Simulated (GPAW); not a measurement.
Runs of GPAW 26.7.0 on Al2O3. The structure is hexagonal, space group P-6m2 (No. 187). Conventional cell: a = 2.884 Å, b = 2.884 Å, c = 9.337 Å, α = 90.00°, β = 90.00°, γ = 120.00°. Al (site symmetry 3m) is surrounded by 3 O at 1.80 Å. O (site symmetry 3m) has 3 Al at 1.80 Å as nearest neighbours. O (site symmetry -6m2) is surrounded by 6 Al at 2.18 Å. Measurements of this composition are mostly on another form, of space group No. 167.

| task | level | potentials or basis | cell | k mesh | cutoff (eV) | smearing | optimizer | fmax | max steps | convergence | target pressure | gap on the mesh (eV) | pressure (GPa) | largest force (eV/Å) |
| --- | --- | --- | --- | --- | --- | --- | --- | --- | --- | --- | --- | --- | --- | --- |
| relaxation of cell and atoms | PBE | GPAW PAW data sets (gpaw-data 1.2.1), pw | relaxed | 8 × 8 × 3 | 800 | fermi-dirac 0.05 eV | BFGS | 0.02 eV/Å | 60 | density=1e-05 forces=0.0001 | - | 4.72 | 0.0 | 0.01 |
| relaxation of cell and atoms | PBE | GPAW PAW data sets (gpaw-data 1.2.1), pw | relaxed to 2 GPa | 8 × 8 × 3 | 800 | fermi-dirac 0.05 eV | BFGS | 0.02 eV/Å | 60 | density=1e-05 forces=0.0001 | 2 GPa | (c) | 2.2 | 0.01 |
| electron localisation function | revPBE | the program's PAW data sets (release 1.2.1) made for this functional, pw | as given | 6 × 6 × 2 | 680 | fermi-dirac 0.01 eV | - | - | - | - | - | 4.87 | 2.7 | 0.41 |
| electron localisation function | PBEsol | PAW data sets generated in the run's folder for this functional, pw | as given | 6 × 6 × 2 | 680 | fermi-dirac 0.01 eV | - | - | - | - | - | 4.77 | (b) | (a) |

Alike in all rows: no spin polarisation.

Question: Estimate the missing entries.

Answer: (a) 0.25; (b) -2.6; (c) 4.48.

Caveats: later steps reuse the first step's grids (some runs); an odd mesh through Γ misses points on the zone boundary, where band edges often lie (some runs); the cutoff is short for stress and forces, so pressures can be off by a GPa or more (some runs).
